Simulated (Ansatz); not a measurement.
Consider a crystal of ZnO in space group I4_1md (No. 109), with Zn on 4a; O on 4a. Recipe of this trial structure of ZnO: 3-connected net, two elements alternating.

Method: DFT PBE, scalar-relativistic, plane waves, PAW (Ansatz 0.2.0). Cutoff 420 eV, Γ-centred mesh, Gaussian smearing, no spin polarisation.

The zero of energy is the elements' standard structures at the same level (O₂ as a molecule); no fitted shifts are applied.

Problem. Which cell and coordinates does it relax to?

Solution.

Space group I4_1md (No. 109). a = 3.306 Å, b = 3.306 Å, c = 11.326 Å, α = 90.00°, β = 90.00°, γ = 90.00°
```tsv
atom	site	symmetry	x	y	z
Zn	4a	2mm.	0.0000	0.0000	0.0838
O	4a	2mm.	0.0000	0.0000	0.9162
```

Zn has 3 O at 1.90 Å; O is surrounded by 3 Zn at 1.90 Å. Another local minimum with the same sites may exist.

Problem. And its energy and gap?

Solution. The formation energy is −1.147 eV/atom. The gap on the 16×16×16 mesh of the 4-atom cell is 0.59 eV. Whether it is stable depends on the other phases of the system, which aren't compared here.

The last run used Gaussian smearing of 0.02 eV. Kohn–Sham gaps at this level usually fall short of measured ones. Symmetry constrained the relaxation, so the result can be a saddle point.
